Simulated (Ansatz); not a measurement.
**Two Ansatz runs on Y**

The cell is COD entry 1534898, as deposited and not checked against the literature; nothing was relaxed. The listed cell was then made from it by scaling, straining or moving an atom.

First run: DFT, PBE, all-electron PAW with datasets made for the crystal, scalar-relativistic (Ansatz 0.2.0).

Command: `ansatz run input.yaml --threads 1 --pin off --max-ram 2048MiB --backend cpu --events-out ev --progress --plain --runs-dir out` The run took 9.2 s on 1 thread of Arm Neoverse V1 (shared host), peak memory 0.36 GiB.

```yaml
crystal:
  lattice:
    - [0.0, 2.497518971, 2.46015]
    - [2.497518971, 0.0, 2.46015]
    - [2.497518971, 2.497518971, 0.0]
  atoms:
    - { symbol: "Y", position: [0.0, 0.0, 0.0] }
kpoints:
  mp_grid: { grid: [13, 13, 13] }
scf:
  occupations: { method: fermi_dirac, width: 0.05 }
hamiltonian:
  xc: pbe
  pseudopotentials: { kind: all_electron, datasets: crystal }
output:
  forces: true
  stress: true
  eigenvalues: true
  efg: { contact_densities: true }
```

Result: converged; pressure 2.40 GPa; 7 SCF iterations.

The input is then changed:

```diff
@@ -9,5 +9,6 @@
   mp_grid: { grid: [13, 13, 13] }
 scf:
-  occupations: { method: fermi_dirac, width: 0.05 }
+  occupations: { method: tetrahedron_uncorrected }
+  lower_state_search: "off"
 hamiltonian:
   xc: pbe
@@ -18,3 +19,4 @@
   eigenvalues: true
   efg: { contact_densities: true }
+accuracy: medium
```

(1) What does the second run give?

Results:

(1) It converged; energy at zero smearing +14.3 meV/atom from the first run; pressure 2.48 GPa; 6 SCF iterations.
